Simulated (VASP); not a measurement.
# Pd (Fm-3m) in VASP: a series of runs

One crystal, Pd, is run at these levels: PBE; tasks: relaxation of cell and atoms.

Program: VASP 6.6.1. These are calculated values, not measurements. Logs are shortened: lines on timing, memory, paths and dates and some standing lists are left out, and cuts for length are marked.

## (1) The crystal as given

Symmetry: Fm-3m, No. 225, cubic system. The conventional cell has a = 3.893 Å, b = 3.893 Å, c = 3.893 Å, α = 90.00°, β = 90.00°, γ = 90.00°. Pd (site symmetry m-3m) is surrounded by 12 Pd at 2.75 Å.

## (2) Relaxation of cell and atoms, PBE

Contents of INCAR:

```
PREC = Accurate ; ENCUT = 600
EDIFF = 1E-6 ; ISMEAR = 1
SIGMA = 0.1 ; LREAL = F
LASPH = T ; NELM = 80
ALGO = Normal ; ISIF = 3
LWAVE = F ; LCHARG = F
GGA = PE ; IBRION = 2
NSW = 90 ; EDIFFG = -0.01
```

Contents of KPOINTS:

```
Automatic mesh
0
Gamma
  16 16 16
```

Contents of POSCAR:

```
Pd
1.0
    0.0000000000      1.9465000000      1.9465000000
    1.9465000000      0.0000000000      1.9465000000
    1.9465000000      1.9465000000      0.0000000000
Pd
1
Direct
    0.0000000000      0.0000000000      0.0000000000
```

Potentials or basis: VASP PAW PBE potentials, release 64 (Pd).

Command:

```sh
$ cat potpaw_PBE.64/Pd/POTCAR > POTCAR
$ mpirun -np 1 vasp_std > vasp.out
```

OUTCAR:

```text
PREC = Accurate
   ENCUT = 600
   EDIFF = 1E-6
   ISMEAR = 1
   LREAL = F
   LASPH = T
   NELM = 80
   ISIF = 3
   GGA = PE
   IBRION = 2
   NSW = 90
   EDIFFG = -0.01

 ion  position               nearest neighbor table
   1  0.000  0.000  0.000-

  LATTYP: Found a face centered cubic cell.
 ALAT       =     3.8930000000

  Lattice vectors:

 A1 = (   0.0000000000,   1.9465000000,   1.9465000000)
 A2 = (   1.9465000000,   0.0000000000,   1.9465000000)
 A3 = (   1.9465000000,   1.9465000000,   0.0000000000)

Analysis of symmetry for initial positions (statically):
=====================================================================
 Subroutine PRICEL returns:
 Original cell was already a primitive cell.

 Routine SETGRP: Setting up the symmetry group for a
 face centered cubic supercell.

 Subroutine GETGRP returns: Found 48 space group operations
 (whereof 48 operations were pure point group operations)
 out of a pool of 48 trial point group operations.

The static configuration has the point symmetry O_h .

Analysis of symmetry for dynamics (positions and initial velocities):
=====================================================================
 Subroutine PRICEL returns:
 Original cell was already a primitive cell.

 Routine SETGRP: Setting up the symmetry group for a
 face centered cubic supercell.

 Subroutine GETGRP returns: Found 48 space group operations
 (whereof 48 operations were pure point group operations)
 out of a pool of 48 trial point group operations.

The dynamic configuration has the point symmetry O_h .

 Subroutine INISYM returns: Found 48 space group operations
 (whereof 48 operations are pure point group operations),
 and found     1 'primitive' translations

----------------------------------------------------------------------------------------

                                     Primitive cell

  volume of cell :      14.7500

  direct lattice vectors                    reciprocal lattice vectors
     0.000000000  1.946500000  1.946500000    -0.256871307  0.256871307  0.256871307
     1.946500000  0.000000000  1.946500000     0.256871307 -0.256871307  0.256871307
     1.946500000  1.946500000  0.000000000     0.256871307  0.256871307 -0.256871307

  length of vectors
     2.752766699  2.752766699  2.752766699     0.444914156  0.444914156  0.444914156

  position of ions in fractional coordinates (direct lattice)
     0.000000000  0.000000000  0.000000000

  ion indices of the primitive-cell ions
   primitive index   ion index
                 1           1

----------------------------------------------------------------------------------------

 KPOINTS: Automatic mesh

Automatic generation of k-mesh.
 Grid dimensions read from file:
 generate k-points for:   16   16   16

 Generating k-lattice:

  Cartesian coordinates                     Fractional coordinates (reciprocal lattice)
    -0.016054457  0.016054457  0.016054457     0.062500000  0.000000000  0.000000000
     0.016054457 -0.016054457  0.016054457     0.000000000  0.062500000  0.000000000
     0.016054457  0.016054457 -0.016054457     0.000000000  0.000000000  0.062500000

  Length of vectors
     0.027807135  0.027807135  0.027807135

  Shift w.r.t. Gamma in fractional coordinates (k-lattice)
     0.000000000  0.000000000  0.000000000

 Subroutine IBZKPT returns following result:
 ===========================================

 Found    145 irreducible k-points:

 Following reciprocal coordinates:
            Coordinates               Weight
  0.000000  0.000000  0.000000      1.000000
  0.062500  0.000000  0.000000      8.000000
  0.125000  0.000000  0.000000      8.000000
  0.187500  0.000000  0.000000      8.000000
  0.250000  0.000000  0.000000      8.000000
  0.312500  0.000000  0.000000      8.000000
[... 16 lines left out ...]
 -0.125000  0.062500  0.000000     24.000000
 -0.062500  0.062500  0.000000     12.000000
 [... further k-points ...]
   k-points           NKPTS =    145   k-points in BZ     NKDIM =    145   number of bands    NBANDS=      9
   number of dos      NEDOS =    301   number of ions     NIONS =      1
   total plane-waves  NPLWV =  13824
   dimension x,y,z NGX =    24 NGY =   24 NGZ =   24
   dimension x,y,z NGXF=    48 NGYF=   48 NGZF=   48
   ions per type =               1
   NGX,Y,Z   is equivalent  to a cutoff of  14.49, 14.49, 14.49 a.u.
   NGXF,Y,Z  is equivalent  to a cutoff of  28.99, 28.99, 28.99 a.u.
 SYSTEM =  unknown system
   PREC   = accura    normal or accurate (medium, high low for compatibility)
   ISTART =      0    job   : 0-new  1-cont  2-samecut
   ICHARG =      2    charge: 1-file 2-atom 10-const
   ISPIN  =      1    spin polarized calculation?
   LNONCOLLINEAR =      F non collinear calculations
   LSORBIT =      F    spin-orbit coupling
   LASPH  =      T    aspherical Exc in radial PAW
   ENCUT  =  600.0 eV  44.10 Ry    6.64 a.u.   5.50  5.50  5.50*2*pi/ulx,y,z
   NELM   =     80;   NELMIN=  2; NELMDL= -5     # of ELM steps
   EDIFF  = 0.1E-05   stopping-criterion for ELM
   LREAL  =      F    real-space projection
   EDIFFG = -.1E-01   stopping-criterion for IOM
   NSW    =     90    number of steps for IOM
   IBRION =      2    ionic relax: 0-MD 1-quasi-New 2-CG
   NFREE  =      1    steps in history (QN), initial steepest desc. (CG)
   ISIF   =      3    stress and relaxation
   ISYM   =      2    0-nonsym 1-usesym 2-fastsym
   POTIM  = 0.5000    time-step for ionic-motion
   TEBEG  =    0.0;   TEEND  =   0.0 temperature during run
   PSTRESS=    0.0 pullay stress
   NELECT =      10.0000    total number of electrons
   NUPDOWN=      -1.0000    fix difference up-down
   EMIN   =  10.00;   EMAX   =-10.00  energy-range for DOS
   EFERMI =   0.00;   METHOD = LEGACY
   ISMEAR =     1;   SIGMA  =   0.10  broadening in eV -4-tet -1-fermi 0-gaus
   EFERMI_NEDOS =   21; number of points for ismear=-14 and -15
   IALGO  =     38    algorithm
   IMIX   =      4    mixing-type and parameters
     AMIX     =   0.40;   BMIX     =  1.00
     AMIX_MAG =   1.60;   BMIX_MAG =  1.00
  volume/ion in A,a.u.               =      14.75        99.54
  Fermi-wavevector in a.u.,A,eV,Ry     =   1.438171  2.717748 28.141404  2.068335
  Thomas-Fermi vector in A             =   2.557167
   LORBIT       =      0    0 simple, 1 ext, 2 COOP (PROOUT), +10 PAW based schemes
   GGA     = PE    functional components
   LHFCALC =     F    Hartree Fock is set to
   AEXX    =    0.0000 exact exchange contribution
   IVDW    =     0    specifies the selected vdW correction
   LEPSILON=     F    determine dielectric tensor
   LRPA    =     F    only Hartree local field effects (RPA)
 conjugate gradient relaxation of ions
 non-spin polarized calculation
 Methfessel and Paxton  Order N= 1 SIGMA  =   0.10
  energy-cutoff  :      600.00
  volume of cell :       14.75
 maximum number of plane-waves:       531
 NGX is ok and might be reduce to    24
   NGX = 11   NGY = 11   NGZ = 11

--------------------------------------- Ionic step        1  -------------------------------------------

 number of electron      10.0000000 magnetization

 number of electron       9.9999999 magnetization

 Free energy of the ion-electron system (eV)
  ---------------------------------------------------
  ext. energy  EPLUGINS =         0.00000000
  ---------------------------------------------------
  free energy    TOTEN  =        -5.20600299 eV

  energy without entropy =       -5.20589797  energy(sigma->0) =       -5.20596798

------------------------ aborting loop because EDIFF is reached ----------------------------------------

  FORCE on cell =-STRESS in cart. coord.  units (eV):
  Direction    XX          YY          ZZ          XY          YZ          ZX
  --------------------------------------------------------------------------------------
  -------------------------------------------------------------------------------------
  Total        0.6203393      0.6203393      0.6203393     -0.0000000      0.0000000      0.0000000
  in kB       67.3824237     67.3824237     67.3824237     -0.0000000      0.0000000      0.0000000
  external PRESSURE =      67.3824237 kB  Pullay stress =       0.0000000 kB

 VOLUME and BASIS-vectors are now :
 -----------------------------------------------------------------------------
  energy-cutoff  :      600.00
  volume of cell :       14.75
      direct lattice vectors                 reciprocal lattice vectors
     0.000000000  1.946500000  1.946500000    -0.256871307  0.256871307  0.256871307
     1.946500000  0.000000000  1.946500000     0.256871307 -0.256871307  0.256871307
     1.946500000  1.946500000  0.000000000     0.256871307  0.256871307 -0.256871307
[... 36 lines left out ...]
 POSITION                                       TOTAL-FORCE (eV/Angst)
 -----------------------------------------------------------------------------------
      2.00475      2.00475      4.00951        -0.000000     -0.000000     -0.000000
 -----------------------------------------------------------------------------------
    total drift:                               -0.000000     -0.000000     -0.000000

  FREE ENERGIE OF THE ION-ELECTRON SYSTEM (eV)
  ---------------------------------------------------
  free  energy   TOTEN  =        -5.1958983100 eV

  energy  without entropy=       -5.1952740371  energy(sigma->0) =       -5.19569022

--------------------------------------- Ionic step        3  -------------------------------------------

 number of electron      10.0000000 magnetization

 Free energy of the ion-electron system (eV)
  ---------------------------------------------------
  ext. energy  EPLUGINS =         0.00000000
  ---------------------------------------------------
  free energy    TOTEN  =        -5.21688034 eV

  energy without entropy =       -5.21659626  energy(sigma->0) =       -5.21678565

 E-fermi :   9.1899     XC(G=0): -12.9570

 val. band max:        9.1835478295   @ k =   0.5000   0.1250   0.0000
 cond. band min:       9.1942756992   @ k =   0.5000   0.3750   0.0625
 fundamental gap:      0.0107278696
 Fermi energy:         9.1898731596

 k-point     1 :       0.0000    0.0000    0.0000
  band No.  band energies     occupation
      1       2.3196      2.00000
      2       6.5098      2.00000
      3       6.5098      2.00000
      4       6.5098      2.00000
      5       8.0274      2.00000
      6       8.0274      2.00000
      7      26.3489      0.00000
      8      30.9189      0.00000
      9      30.9189      0.00000

 k-point     2 :       0.0625    0.0000    0.0000
  band No.  band energies     occupation
      1       2.4571      2.00000
      2       6.4628      2.00000
      3       6.5565      2.00000
      4       6.5565      2.00000
      5       8.0055      2.00000
      6       8.0055      2.00000
      7      26.4832      0.00000
      8      29.9870      0.00000
      9      31.0674      0.00000
[... 253 lines left out ...]
 k-point    24 :      -0.0625    0.0625    0.0000
  band No.  band energies     occupation
      1       2.6810      2.00000
      2       6.3721      2.00000
      3       6.6211      2.00000
      4       6.6566      2.00000
      5       7.9020      2.00000
      6       8.0509      2.00000
      7      26.6724      0.00000
      8      29.0987      0.00000
      9      30.6530      0.00000

 [... further k-points ...]
[... 5 lines left out ...]
  --------------------------------------------------------------------------------------
  -------------------------------------------------------------------------------------
  Total       -0.0062644     -0.0062644     -0.0062644      0.0000000      0.0000000      0.0000000
  in kB       -0.6561329     -0.6561329     -0.6561329      0.0000000      0.0000000      0.0000000
  external PRESSURE =      -0.6561329 kB  Pullay stress =       0.0000000 kB

 VOLUME and BASIS-vectors are now :
 -----------------------------------------------------------------------------
  energy-cutoff  :      600.00
  volume of cell :       15.30
      direct lattice vectors                 reciprocal lattice vectors
     0.000000000  1.970259163  1.970259163    -0.253773721  0.253773721  0.253773721
     1.970259163  0.000000000  1.970259163     0.253773721 -0.253773721  0.253773721
     1.970259163  1.970259163 -0.000000000     0.253773721  0.253773721 -0.253773721

 POSITION                                       TOTAL-FORCE (eV/Angst)
 -----------------------------------------------------------------------------------
      0.00000      0.00000     -0.00000         0.000000      0.000000     -0.000000
 -----------------------------------------------------------------------------------
    total drift:                               -0.000000      0.000000     -0.000000

  FREE ENERGIE OF THE ION-ELECTRON SYSTEM (eV)
  ---------------------------------------------------
  free  energy   TOTEN  =        -5.2168803418 eV

  energy  without entropy=       -5.2165962605  energy(sigma->0) =       -5.21678565

 reached required accuracy - stopping structural energy minimisation
```

Wall time 15 s (1 thread of Intel Xeon 6975P-C (Granite Rapids), shared host); peak memory 0.17 GiB.

What came out:

```
Free energy                            : -5.2169 eV
Relaxed volume                         : 15.30 Å³/atom
Relaxed cell                           : a = 2.786 Å, b = 2.786 Å, c = 2.786 Å, α = 60.00°, β = 60.00°, γ = 60.00°
Space group after relaxing (to 0.05 Å) : Fm-3m (No. 225)
Energy gained by relaxing              : 10.9 meV/atom
Ionic steps                            : 3
Pressure after relaxing                : -0.1 GPa
Band gap on the k mesh                 : none (metal or under the smearing width)
```

Step by step:
| step | energy change (eV) | largest force (eV/Å) | pressure (GPa) | volume (Å³) |
| --- | --- | --- | --- | --- |
| 1 | 0.0000 | 0.0000 | 6.74 | 14.75 |
| 2 | 0.0101 | 0.0000 | -7.70 | 16.11 |
| 3 | -0.0109 | 0.0000 | -0.07 | 15.30 |

Final structure:
```xyz
1
Lattice="0.0000 1.9703 1.9703 1.9703 0.0000 1.9703 1.9703 1.9703 0.0000" Properties=species:S:1:pos:R:3 pbc="T T T"
Pd    0.0000    0.0000    0.0000
```

PBE usually gives volumes a little too large and moduli too small. Zero-point motion and thermal expansion aren't in these numbers.

(Part 1 of 2 ends here.)
